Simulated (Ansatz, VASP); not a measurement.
# Bi: VASP beside Ansatz

```
Bi
1.0
     3.23838   -0.01619    0.00000
    -0.01611    3.22164    0.00000
    -0.08045    0.00040    6.44389
Bi
2
Direct
  0.54425 0.00000 0.74958
  0.45575 0.00000 0.25042
```

This isn't the form of Bi at room conditions, which is rhombohedral.

Alike in both runs: functional PBEsol; k mesh 7 × 7 × 4; occupations fermi-dirac, width 0.05 eV; no spin polarisation.

|  | VASP | Ansatz |
| --- | --- | --- |
| version | VASP 6.6.1 | Ansatz 0.2.0 |
| potentials or method | VASP PAW PBE potentials, release 64 (Bi_d) | Ansatz PAW |
| plane-wave cutoff (eV) | 520 | 420 |
| valence electrons in the cell | 30 | 30 |
| task | single point | band structure |

VASP gave:

| Property | Result |
| --- | --- |
| gap on the k mesh at the Fermi level (eV) | none |
| pressure (GPa) | -0.6 |
| largest component of the traceless stress (GPa) | 0.55 |

Question: Which values does Ansatz return?

Answer: gap on the k mesh at the Fermi level (eV): none; pressure (GPa): -0.5; largest component of the traceless stress (GPa): 0.55.

A gap of «none» marks a metal or a gap that the smearing closes.

Caveats: spin-orbit coupling is left out, which moves the levels of the heavy elements; the PAW data sets were made with another functional, which shifts forces and pressure a little (VASP); the PAW data sets come from PBE, with cores solved anew for the run's functional, which leaves a small shift of forces and pressure (Ansatz).
